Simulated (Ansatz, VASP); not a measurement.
One calculation of Te2Pt (Moncheite), two programs

File INCAR:

```
ALGO = Normal
EDIFF = 1E-7
ENCUT = 520
GGA = PE
ISIF = 2
ISMEAR = -1
LASPH = T
LCHARG = F
LREAL = F
LWAVE = F
NBANDS = 18
NELM = 60
PREC = Accurate
SIGMA = 0.05
```

KPOINTS

```
k-points
0
Gamma
  8 8 5
```

Contents of POSCAR:

```
Te2Pt
1.0
    3.9558041672      0.0000000000      0.0000000000
   -1.9779020836      3.4258269012      0.0000000000
    0.0000000000      0.0000000000      5.1307075994
Pt Te
1 2
Direct
    0.0000000000      0.0000000000      0.0000000000
    0.6666666667      0.3333333333      0.7500000000
    0.3333333333      0.6666666667      0.2500000000
```

The input input.yaml:

```yaml
crystal:
  lattice:
    - [3.9558041672, 0.0, 0.0]
    - [-1.9779020836, 3.4258269012, 0.0]
    - [0.0, 0.0, 5.1307075994]
  atoms:
    - { symbol: Pt, position: [0.0, 0.0, 0.0] }
    - { symbol: Te, position: [0.6666666667, 0.3333333333, 0.75] }
    - { symbol: Te, position: [0.3333333333, 0.6666666667, 0.25] }
hamiltonian:
  xc: pbe
  pseudopotentials: { kind: paw }
kpoints:
  mp_grid: { grid: [8, 8, 5] }
scf:
  occupations: { method: fermi_dirac, width: 0.05 }
output:
  forces: true
  stress: true
  eigenvalues: true
  write_density: true
  write_potential: true
  elf: true
  volumetric_format: npy
```

Change from the starting cell: volume scaled by 0.96.

Alike in both runs: task single point; functional PBE; k mesh 8 × 8 × 5; occupations fermi-dirac, width 0.05 eV; no spin polarisation.

|  | VASP | Ansatz |
| --- | --- | --- |
| version | VASP 6.6.1 | Ansatz 0.2.0 |
| potentials or method | VASP PAW PBE potentials, release 64 (Pt, Te) | Ansatz PAW |
| plane-wave cutoff (eV) | 520 | 420 |
| valence electrons in the cell | 22 | 50 |

Ansatz gave:

```
gap on the k mesh at the Fermi level (eV)       : none
pressure (GPa)                                  : 14.6
largest component of the traceless stress (GPa) : 2.51
rms of the force components (eV/Å)              : 0.725
```

Question: What did VASP give for the same quantities?

Answer: gap on the k mesh at the Fermi level (eV): none; pressure (GPa): 14.4; largest component of the traceless stress (GPa): 2.47; rms of the force components (eV/Å): 0.722.

Atom by atom the forces differ by 0.004 eV/Å (rms over components). A gap of «none» marks a metal or a gap that the smearing closes. The functional is the same, so the differences come from potentials, cutoffs and numerics. The two sets of potentials don't hold the same shells in valence.

Caveats: forces of over 1 eV/Å show positions far from the minimum, so gaps and moduli don't describe the material at rest. The runs have no spin-orbit coupling, so splittings on Pt, Te are missing.
